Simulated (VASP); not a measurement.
Set up this calculation in VASP 6.6.1, as the native input.

* Task: relaxation of the atoms
* Functional: PBE
* Dispersion: D4
* Potentials or basis: VASP PAW PBE potentials, release 64 (Cs_sv)
* Cutoff: 520 eV
* k mesh: 6 × 6 × 1
* Occupations: gaussian, width 0.05 eV
* Spin: no spin polarisation
* Dipole correction: yes
* Atoms held fixed (from 0): [0]
* Further INCAR settings: ALGO = Normal; EDIFF = 1e-06; IBRION = 2; EDIFFG = -0.01; NSW = 60

The structure of Cs lies in POSCAR:

```
Cs
1.0
    5.2351235659      0.0000000000      0.0000000000
   -1.7450411886      4.9357218317      0.0000000000
    0.0000000000      0.0000000000     23.5489209845
Cs
3
Selective dynamics
Direct
    0.5000000000      0.5000000000      0.3184859300  F F F
    0.0000000000      0.0000000000      0.5000000000  T T T
    0.5000000000      0.5000000000      0.6815140700  T T T
```

The slab is cut from a database's or a generator's crystal, which needn't be the stable form of the element.

The cell isn't the ideal one: the (1 1 0) slab of Cs, cut from the database cell, not relaxed.

These files were run (other wordings do the same):

INCAR

```
SYSTEM = Cs
PREC = Accurate
ENCUT = 520
EDIFF = 1E-6
ISMEAR = 0
SIGMA = 0.05
LREAL = .FALSE.
LASPH = .TRUE.
NELM = 60
ALGO = Normal
ISIF = 2
LWAVE = .FALSE.
LCHARG = .FALSE.
LDIPOL = .TRUE.
IDIPOL = 3
DIPOL = 0.5 0.5 0.500
GGA = PE
IVDW = 13
IBRION = 2
NSW = 60
EDIFFG = -0.01
```

KPOINTS

```
Automatic mesh
0
G
  6 6 1
  0 0 0
```

Potentials or basis: VASP PAW PBE potentials, release 64 (Cs_sv).

Run with:

```bash
$ cat potpaw_PBE.64/Cs_sv/POTCAR > POTCAR
$ mpirun -np 1 vasp_std > vasp.out
```

It gave:

* Energy gained by relaxing: 0.0 meV/atom
* Ionic steps: 2
* Band gap on the k mesh: none (metal or under the smearing width)
* Dispersion energy per atom: -0.051 eV

Run time: 120 s on 1 thread of AMD EPYC 9R45 96-Core Processor (Zen 5) (shared host), peak memory 0.6 GiB.
